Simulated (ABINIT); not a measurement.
Input of an ABINIT 10.8.3 (patched build) run:

File run.abi:

```
# Pseudopotentials
pp_dirpath "./"
pseudos "Zr.upf, C.upf"

# Structure
acell 3*1.0
rprim
     0.0600139601     4.4367863007     4.4185881437
     4.5474039517     0.0525153567     4.4260867470
     4.5420028688     4.4388838023     0.0579164397
ntypat 2
znucl 40 6
natom 2
typat 1 2
xred
     0.5028817700     0.4961493300     0.5063366100
     0.9971182300     0.0038506700     0.9936633900
chkprim 0
chksymtnons 0
tolsym 1.0e-6

# Plane-wave basis
ecut 1006.821291 eV

# k points
kptopt 1
ngkpt 8 8 8
nshiftk 1
shiftk 0.0 0.0 0.0

# Exchange and correlation
ixc 7

# Bands and occupations
nband 12
occopt 3
tsmear 0.00183747

# SCF cycle
nstep 100
tolvrs 1.0e-10

# Output
iomode 3
prtwf 0
prtden 0
prteig 0
prtebands 0
enunit 1
```

Potentials or basis: PseudoDojo NC SR LDA v0.4 stringent.

Command:

```sh
$ abinit run.abi > log 2>&1
```

Problem. What does it give for the largest force?

Solution. 0.328 eV/Å.

Problem. Predict the pressure.

Solution. -7.9 GPa.

Stress tensor (GPa, compression positive):
```
-13.58  -2.00  -2.34
 -2.00  -5.63  -1.82
 -2.34  -1.82  -4.62
```
